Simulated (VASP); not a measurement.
# RuS: single point with PBEsol+U

Crystal: RuS.

```
Ru S
1.0
     0.00000    2.76430    2.76430
     2.76430    0.00000    2.76430
     2.76430    2.76430    0.00000
Ru S
1 1
Direct
  0.00000 0.00000 0.00000
  0.25000 0.25000 0.25000
```

The cell comes from a database or a generator and needn't be the stable form of this composition.

```yaml
Program: VASP 6.6.1
Task: single point
Functional: PBEsol
Potentials_or_basis: VASP PAW PBE potentials, release 64 (Ru_pv, S)
Cutoff: 520 eV
k_mesh: 6 × 6 × 6
Occupations: gaussian, width 0.05 eV
Spin: collinear spin, ferromagnetic start
Starting_moments: "[1.0, 0.0] μB"
Hubbard_terms: Ru d U = 7 eV
```

The pressure is 1.0 GPa. The band gap on the k mesh is none (metal or under the smearing width), the net moment is 2.00 μB per cell and the site moments are Ru +2.06; S -0.24 μB. The valence electrons inside the program's atomic spheres are Ru 12.56; S 3.67.

Levels at points of the mesh, in eV from the Fermi level:
Spin up:
```csv
k point,band 9,band 10,band 11,band 12,band 13,band 14
"(0.00, 0.00, 0.00)",-3.36,1.71,2.00,2.00,2.00,7.69
"(0.50, 0.00, 0.00)",-3.20,-2.94,0.55,0.55,4.19,7.76
"(0.50, 0.50, 0.00)",-2.89,-1.98,-1.41,-1.41,4.59,6.48
```
Spin down:
```csv
k point,band 6,band 7,band 8,band 9,band 10,band 11,band 12,band 13
"(0.00, 0.00, 0.00)",-3.50,-3.50,-2.56,-2.56,2.31,5.50,5.50,5.50
"(0.50, 0.00, 0.00)",-3.97,-3.97,-1.52,-1.52,2.24,3.87,3.87,4.87
"(0.50, 0.50, 0.00)",-3.20,-3.20,-2.04,-1.36,0.62,3.13,3.13,6.89
```

Eigenvalues of the final occupation matrices:
```tsv
site	spin	trace	eigenvalues
site 1 d	1	4.09	0.79 0.79 0.79 0.85 0.85
site 1 d	2	2.07	0.12 0.12 0.12 0.86 0.86
```

Wall time 76 s on 1 thread of AMD EPYC 7571 (shared host), peak memory 0.16 GiB.

Caveat: the PAW data sets were made with another functional, which shifts forces and pressure a little. The state reached can hang on the start; a lower one may exist.
